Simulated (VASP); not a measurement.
An input for Ansatz (written as the equivalent of a VASP run, and not itself run):

Ansatz 0.2 input:
```yaml
crystal:
  lattice:
    - [4.4653941, 0.0000000, 0.0000000]
    - [0.0000000, 4.4653941, 0.0000000]
    - [0.0000000, 0.0000000, 3.0950304]
  atoms:
    - { symbol: Ru, position: [0.0000000, 0.0000000, 0.0000000] }
    - { symbol: Ru, position: [0.5000000, 0.5000000, 0.5000000] }
    - { symbol: O, position: [0.3060354, 0.3060354, 0.0000000] }
    - { symbol: O, position: [0.8060354, 0.1939646, 0.5000000] }
    - { symbol: O, position: [0.1939646, 0.8060354, 0.5000000] }
    - { symbol: O, position: [0.6939646, 0.6939646, 0.0000000] }
kpoints:
  mp_grid: { grid: [8, 8, 11] }
hamiltonian:
  xc: pbesol
  pseudopotentials: { kind: paw }
scf:
  occupations: { method: tetrahedron }
  max_iter: 100
output: { forces: true, stress: true, eigenvalues: true }
```

### Question
Translate this input to VASP (INCAR, KPOINTS, POSCAR, choice of POTCAR).

### Answer
One answer among several that fit: 
**POSCAR**
```
RuO2
1
    4.4653941190    -0.0000000000     0.0000000000
    0.0000000000     4.4653941190     0.0000000000
    0.0000000000     0.0000000000     3.0950303851
Ru O
2 4
Direct
  0.0000000000   0.0000000000   0.0000000000
  0.5000000000   0.5000000000   0.5000000000
  0.3060354178   0.3060354178   0.0000000000
  0.8060354178   0.1939645822   0.5000000000
  0.1939645822   0.8060354178   0.5000000000
  0.6939645822   0.6939645822   0.0000000000
```

### KPOINTS
```
Regular mesh
0
Gamma
  8 8 11
0 0 0
```

**INCAR**
```
ALGO  =  Normal
EDIFF  =  1E-7
ENCUT  =  520
GGA  =  PS
ISIF  =  2
ISMEAR  =  -5
LASPH  =  .TRUE.
LCHARG  =  .TRUE.
LEFG  =  .TRUE.
LMAXMIX  =  4
LORBIT  =  11
LREAL  =  .FALSE.
LWAVE  =  .FALSE.
NEDOS  =  601
NELM  =  100
PREC  =  Accurate
SYSTEM  =  RuO2
```

POTCAR, in this order: Ru_pv O (PBE.64 set). Program: vasp_std.

The two are equivalent in intent, not identical: each code has its own PAW files, so the cut-off isn't converted (ENCUT is set for VASP's; basis.ecutwfc is left out, and Ansatz then takes the one that its files recommend); Ansatz stops its SCF on the density residual and VASP on the energy change (EDIFF); the field gradients of LEFG aren't asked of the other code.

The compound is RuO2 in the rutile structure. It was relaxed first.
